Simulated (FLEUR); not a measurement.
# V: equation of state with PBEsol

The system is V.

```
V
1.0
    -1.51435    1.51435    1.51435
     1.51435   -1.51435    1.51435
     1.51435    1.51435   -1.51435
V
1
Cartesian
  0.0000 0.0000 0.0000
```

| Property | Result |
| --- | --- |
| Program | FLEUR MaX-R8.1 (later development tree) |
| Task | equation of state |
| Functional | PBEsol |
| Potentials or basis | all-electron |
| Basis | FLAPW |
| Kmax | 4.36 1/bohr |
| k mesh | 12 × 12 × 12 |
| Occupations | fermi-dirac, width 0.05 eV |
| Spin | collinear spin, program default start |
| Gmax | 13.5 1/bohr |
| Muffin-tin radii | V 2.25 bohr |
| lmax | V 9 |
| lnonsphr | V 9 |
| Local orbitals a species | V 5 |

```yaml
Equilibrium_volume: "12.94 Å³/atom (rough: see the caveat)"
Bulk_modulus: 194 GPa (rough)
```

Energy against volume, from the lowest point:
```tsv
volume (Å³/atom)	energy (meV/atom)
13.058	0.00
13.336	6.33
13.613	18.98
13.891	37.23
14.169	60.65
14.447	88.69
14.725	120.94
```

Caveat: the minimum lies outside the volumes run.
